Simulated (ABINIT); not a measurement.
Ti:

```
Ti
1.0
    -1.64100    1.64100    1.64100
     1.64100   -1.64100    1.64100
     1.64100    1.64100   -1.64100
Ti
1
Direct
  0.00000 0.00000 0.00000
```

This isn't the form of Ti at room conditions, which is hcp.

| Property | Result |
| --- | --- |
| Program | ABINIT 10.8.3 (patched build) |
| Task | relaxation of cell and atoms |
| Functional | PBEsol |
| Potentials or basis | PseudoDojo NC SR PBEsol v0.4.1 standard |
| Cutoff | 1143 eV |
| k mesh | 8 × 8 × 8 |
| Occupations | fermi-dirac, width 0.05 eV |
| Spin | no spin polarisation |

At the start: pressure -6.8 GPa; volume 17.68 Å³/atom.

Task: How do energy, volume and symmetry change on relaxing?

Result: Over 5 steps the energy falls by 25.0 meV/atom and the volume is 16.56 Å³/atom (-6.3 %); space group Im-3m (No. 229, to 0.05 Å).

Step by step:
| step | energy change (eV) | largest force (eV/Å) | pressure (GPa) | volume (Å³) |
| --- | --- | --- | --- | --- |
| 1 | 0.0000 | 0.0000 | -6.81 | 17.68 |
| 2 | -0.0133 | 0.0000 | -4.81 | 17.31 |
| 3 | -0.0250 | 0.0000 | 0.34 | 16.51 |
| 4 | -0.0250 | 0.0000 | -0.01 | 16.56 |
| 5 | -0.0250 | 0.0000 | 0.00 | 16.56 |

Final structure:
```yaml
crystal:
  lattice:
    - [-1.60556, 1.60556, 1.60556]
    - [1.60556, -1.60556, 1.60556]
    - [1.60556, 1.60556, -1.60556]
  atoms:
    - { symbol: Ti, position: [0.00000, 0.00000, 0.00000] }
```
